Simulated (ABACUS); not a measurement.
## CsPbCl3 under changes of volume

One of the cells (35.217 Å³/atom); the others are scaled copies at fixed shape and fractional positions:

```
Pb Cs Cl
1.0
     5.60500    0.00000    0.00000
     0.00000    5.60500    0.00000
     0.00000    0.00000    5.60500
Pb Cs Cl
1 1 3
Direct
  0.50000 0.50000 0.50000
  0.00000 0.00000 0.00000
  0.50000 0.00000 0.50000
  0.00000 0.50000 0.50000
  0.50000 0.50000 0.00000
```

| Quantity | Value |
| --- | --- |
| Program | ABACUS 3.10.1 |
| Functional | PBEsol |
| Potentials or basis | PseudoDojo NC SR 0.4.1 PBEsol standard |
| Cutoff | 857 eV |
| Density cutoff | 3429 eV |
| Basis | plane waves |
| k mesh | 5 × 5 × 5 |
| Occupations | fermi-dirac, width 0.05 eV |
| Spin | no spin polarisation |

```csv
volume (Å³/atom),energy over the lowest point (meV/atom),pressure (GPa),gap on the mesh (eV)
33.104,?,?,?
33.809,6.38,1.3,2.76
34.513,1.92,0.7,2.81
35.217,0.00,0.2,2.86
35.922,0.35,-0.3,2.90
36.626,2.71,-0.8,2.94
37.330,6.88,-1.1,2.98
```

Question: What does the run at 33.104 Å³/atom give?

Answer: Energy over the lowest point 13.67 meV/atom; pressure 2.0 GPa; gap on the mesh 2.71 eV.

Worked out: A Birch-Murnaghan fit of order 3 (a polynomial in V^(-2/3)) to the other rows has its minimum at 35.45 Å³/atom with B0 = V·E''(V) = 25 GPa and B' = 4.8. It gives 13.70 meV/atom at 33.104 Å³/atom, against the run's 13.67, and -dE/dV = 2.0 GPa, against 2.0. A straight line through the other rows of the gap, of slope 2.21 eV per unit of ln V (its deformation potential), extrapolates to 2.72 eV, against the run's 2.71.

Energies are extrapolated to zero smearing.

Caveats: spin-orbit coupling is left out, which as a rule narrows the gap of such compounds by several tenths of an eV; an odd mesh through Γ misses points on the zone boundary, where band edges often lie.
